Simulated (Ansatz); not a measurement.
# MoS2: the cost of one run

The runs shown are made with Ansatz 0.2.0. PAW datasets, plane waves. No spin polarisation and no zero-point or thermal motion.

### 1 Starting point

The unstrained cell was relaxed with r2SCAN+rVV10; in each strained cell the atoms were relaxed again with r2SCAN+rVV10. Names of k-points are those of the unstrained zone, where strain can split equivalent points. First state: -2.0 % equal strain in all directions.

The symmetry is P-6m2 (No. 187, hexagonal); a = 3.106 Å, c = 6.670 Å in the conventional setting, 18.58 Å³ an atom. Near Mo stand 6 S at 2.39 Å; near S stand 3 Mo at 2.39 Å.

As a file:

```xyz
3
Lattice="3.1060 0.0000 0.0000 -1.5530 2.6898 0.0000 0.0000 0.0000 6.6704" Properties=species:S:1:pos:R:3 pbc="T T T"
Mo    0.0000    0.0000    0.0000
S     0.0000    1.7932    1.5752
S     0.0000    1.7932    5.0952
```

From earlier runs on the unstrained cell: PBE 1.27 eV, r2SCAN 1.34 eV, HSE06 1.76 eV; a = 3.171 Å, c = 6.810 Å.

### 2 -2.0 % equal strain in all directions: PBE

input.yaml

```yaml
crystal:
  lattice:
    - [3.1059562055, 0.0, 0.0]
    - [-1.5529781028, 2.689836977, 0.0]
    - [0.0, 0.0, 6.670419697]
  atoms:
    - { symbol: Mo, position: [0.0, 0.0, 0.0] }
    - { symbol: S, position: [0.3333333333, 0.6666666667, 0.2361464865] }
    - { symbol: S, position: [0.3333333333, 0.6666666667, 0.7638535135] }
kpoints:
  mp_grid: { grid: [12, 12, 4] }
  band_path:
    path:
      - [0.0, 0.0, 0.0]
      - [0.5, 0.0, 0.0]
      - [0.3333333333, 0.3333333333, 0.0]
      - [0.0, 0.0, 0.5]
      - [0.5, 0.0, 0.5]
      - [0.3333333333, 0.3333333333, 0.5]
      - [0.174479, 0.174479, 0.0]
    npoints: 1
hamiltonian:
  xc: pbe
scf:
  occupations: { method: fermi_dirac, width: 0.02 }
  n_extra_bands: 4
output:
  forces: true
  stress: true
  eigenvalues: true
  write_density: true
  write_potential: true
  elf: true
  volumetric_format: npy
```

Started as:

```bash
ansatz run input.yaml --threads 4 --pin off --max-ram 4608MiB --backend cpu --events-out ev --progress --plain --runs-dir out
```

**Question.** How long does this run take on 4 threads of Arm Neoverse V2, shared host, and how much memory does it need?

About 2 s, with a peak of 0.38 GiB.
